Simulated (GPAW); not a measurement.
AlN: band structure with SCAN

**The experiment to reproduce.**

From “Structural and optical properties of self-assembled AlN nanowires grown on SiO2/Si substrates by molecular beam epitaxy”, 2024, arxiv:2402.00216, for a bulk crystal of AlN at 0 K: band gap 6.0343 eV (an exciton energy, a little under the gap).

AlN:

```
CELL_PARAMETERS angstrom
3.11300 0.00000 0.00000
-1.55650 2.69594 0.00000
0.00000 0.00000 4.98100
ATOMIC_POSITIONS crystal
Al 0.66667 0.33333 0.50000
Al 0.33333 0.66667 0.00000
N 0.66667 0.33333 0.88000
N 0.33333 0.66667 0.38000
```

```
Program             : GPAW 26.7.0
Task                : band structure
Functional          : SCAN
Potentials or basis : GPAW PAW data sets (gpaw-data 1.2.1)
Cutoff              : 800 eV
Basis               : pw
k mesh              : 7 × 7 × 4
Occupations         : fermi-dirac, width 0.05 eV
Spin                : no spin polarisation
Maxiter             : 150
Band path           : GMKGALHA,LM,KH
Band points         : 100
```

```json
{
  "Pressure": "-1.3 GPa",
  "Band gap on the k mesh": "4.90 eV, direct",
  "Band gap along the path": "4.90 eV, direct"
}
```

Stress tensor (GPa, compression positive):
```
-1.94  0.00  0.00
 0.00 -1.94  0.00
 0.00  0.00 -0.10
```

Levels at the corners of the path, in eV from the valence-band top:
| point | band 5 | band 6 | band 7 | band 8 | band 9 | band 10 | band 11 | band 12 |
| --- | --- | --- | --- | --- | --- | --- | --- | --- |
| Γ | -0.87 | -0.19 | -0.19 | 0.00 | 4.90 | 7.49 | 11.58 | 12.02 |
| M | -3.38 | -2.13 | -1.77 | -0.69 | 6.46 | 6.54 | 9.04 | 11.24 |
| K | -3.79 | -2.48 | -2.41 | -2.40 | 5.70 | 9.14 | 10.58 | 10.58 |
| Γ | -0.87 | -0.19 | -0.19 | 0.00 | 4.90 | 7.49 | 11.58 | 12.02 |
| A | -0.54 | -0.54 | -0.54 | -0.54 | 7.22 | 7.22 | 11.29 | 11.29 |
| L | -1.48 | -1.48 | -1.38 | -1.38 | 6.00 | 6.00 | 10.14 | 10.14 |
| H | -3.89 | -3.89 | -0.81 | -0.81 | 8.15 | 8.15 | 8.65 | 8.66 |
| A | -0.54 | -0.54 | -0.54 | -0.54 | 7.22 | 7.22 | 11.29 | 11.29 |
| L | -1.48 | -1.48 | -1.38 | -1.38 | 6.00 | 6.00 | 10.14 | 10.14 |
| M | -3.38 | -2.13 | -1.77 | -0.69 | 6.46 | 6.54 | 9.04 | 11.24 |
| K | -3.79 | -2.48 | -2.41 | -2.40 | 5.70 | 9.14 | 10.58 | 10.58 |
| H | -3.89 | -3.89 | -0.81 | -0.81 | 8.15 | 8.15 | 8.65 | 8.66 |

Wall time 3.9 min on 1 thread of Arm Neoverse V1, with other jobs on the host, peak memory 0.39 GiB.

A measured gap of AlN is 6.0343 eV (an exciton energy, a little under the gap; 0 K; quoted in “Structural and optical properties of self-assembled AlN nanowires grown on SiO2/Si substrates by molecular beam epitaxy”, 2024, arxiv:2402.00216); the calculated 4.90 eV misses it by -1.13 eV. 2 values of this kind are on record (6.034 to 6.0343 eV); this one was drawn at random. The value is that of SCAN, without temperature or zero-point motion.

Caveat: the PAW data sets were made with another functional, which shifts forces and pressure a little.
